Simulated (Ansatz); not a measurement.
ZrC (WC-type structure)

The computed numbers are results of r²SCAN, scalar-relativistic (no spin polarisation) in the plane-wave PAW code Ansatz at 500 eV, Γ-centred 12×12×12 mesh, 0.05 eV Gaussian smearing. The datasets are Ansatz's generated set soft_2.

```xyz
2
Lattice="3.2729 0.0000 0.0000 -1.6365 2.8344 0.0000 0.0000 0.0000 2.9310" Properties=species:S:1:pos:R:3 pbc="T T T"
Zr    0.0000    0.0000    0.0000
C     1.6365    0.9448    1.4655
```

The start was a prototype's sites filled with these elements. The Crystallography Open Database lists the compound in space group Fm-3m (rock salt), so this is a trial structure.

The run above is the reference. The same cell was run again with other input settings; several of them aren't fit for production, so the rows show the settings' effect and aren't properties of the material.

```tsv
keys changed	outcome	ΔE (meV/atom)	P (GPa)	gap on the mesh (eV)	cell moment (μB)	largest force component (eV/Å)	SCF iterations	rough core-seconds	new warnings
none (reference)	converged	0.0	0.0	metal	–	0.000	–	–	–
scf.occupations.method: "gaussian" → "cold"; scf.occupations.width: 0.05 → 0.1; hamiltonian.dispersion: "d3bjatm"; accuracy: "high"	converged	–	-1.5	metal	–	0.000	9	18	–
kpoints.mp_grid.grid: [12, 12, 12] → [18, 18, 18]	converged	-0.9	0.0	metal	–	0.000	7	40	–
scf.convergence.dr2_threshold: 1e-05; hamiltonian.hubbard: {"sites": [{"species": "Zr", "l": "d", "u_eff": 5.0}], "double_counting": "fll"}	converged	–	7.4	metal	–	0.000	9	16	filled band counts differ across k points; force scf threshold loose; stress scf threshold loose
hamiltonian.hubbard: {"sites": [{"species": "Zr", "l": "d", "u_eff": 3.0}], "double_counting": "amf"}	converged	–	0.1	metal	–	0.000	7	14	filled band counts differ across k points
basis.xc_grid: 3	converged	0.0	0.0	metal	–	0.000	7	10	–
scf.eigensolver.kind: "davidson"	converged	0.0	0.0	metal	–	0.000	7	16	–
```

ΔE is the energy with the smearing extrapolated to zero. It is left out where the change alters the Hamiltonian or the spin treatment. The varied runs start from atomic densities (corrected by the program's trained start where that serves), with the default search for lower states unless a row changes it.

(1) What happens with these changes: scf.algorithm: "direct_min"; basis.ecutwfc: 500 → "450 eV"?

(2) What happens with these changes: hamiltonian.xc: "r2scan" → "pbesol"?

Answers:

(1) outcome converged, ΔE (meV/atom) 1.2, P (GPa) 0.0, gap on the mesh (eV) metal, largest force component (eV/Å) 0.000, SCF iterations 5, rough core-seconds 19, new warnings cutoff below recommended.

(2) outcome converged, P (GPa) -5.0, gap on the mesh (eV) metal, largest force component (eV/Å) 0.000, SCF iterations 6, rough core-seconds 5.

Changing scf.eigensolver.kind only steers the path to self-consistency, so the energy stays within 0.5 meV/atom.

The pair part of a dispersion correction pulls inward (a three-body part mostly pushes out), and in metals and ionic crystals with large ions it often overbinds.
